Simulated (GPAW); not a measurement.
Here is a GPAW 26.7.0 calculation.

File run.py:

```python
from ase.dft.bandgap import bandgap
from ase.io import read, write
from ase.units import GPa
from gpaw import GPAW, PW

atoms = read('POSCAR')

calc = GPAW(mode=PW(600),
            xc='PBE',
            kpts={'size': (9, 9, 5), 'gamma': True},
            occupations={'name': 'methfessel-paxton', 'order': 0, 'width': 0.1},
            nbands=25,
            convergence={'density': 1e-05, 'energy': 1e-05},
            maxiter=150,
            txt='gpaw.txt')
atoms.calc = calc
energy = atoms.get_potential_energy()
forces = atoms.get_forces()
stress = atoms.get_stress()
calc.write('gs.gpw')
write('result.traj', atoms)
print(f'Energy: {energy:.6f} eV')
print('Forces (eV/A):')
print(forces.round(4))
print('Stress (GPa):', (stress / GPa).round(3))
print('Fermi level:', round(calc.get_fermi_level(), 4), 'eV')
print(f'Gap: {bandgap(calc)[0]:.4f} eV, direct: {bandgap(calc, direct=True)[0]:.4f} eV')
```

The input POSCAR:

```
Sb
1.0
    3.3545324186      0.0000000000      0.0000000000
   -1.6772662093      2.9051102923      0.0000000000
    0.0000000000      0.0000000000      5.4701606500
Sb
2
Direct
    0.6666666667      0.3333333333      0.7500000000
    0.3333333333      0.6666666667      0.2500000000
```

Potentials or basis: GPAW PAW data sets (gpaw-data 1.2.1), pw.

Command:

```sh
$ OMP_NUM_THREADS=1 python run.py
```

(1) Predict the pressure.

(2) Predict the band gap on the k mesh.

Answers

(1) 1.1 GPa.

(2) none (metal or under the smearing width).
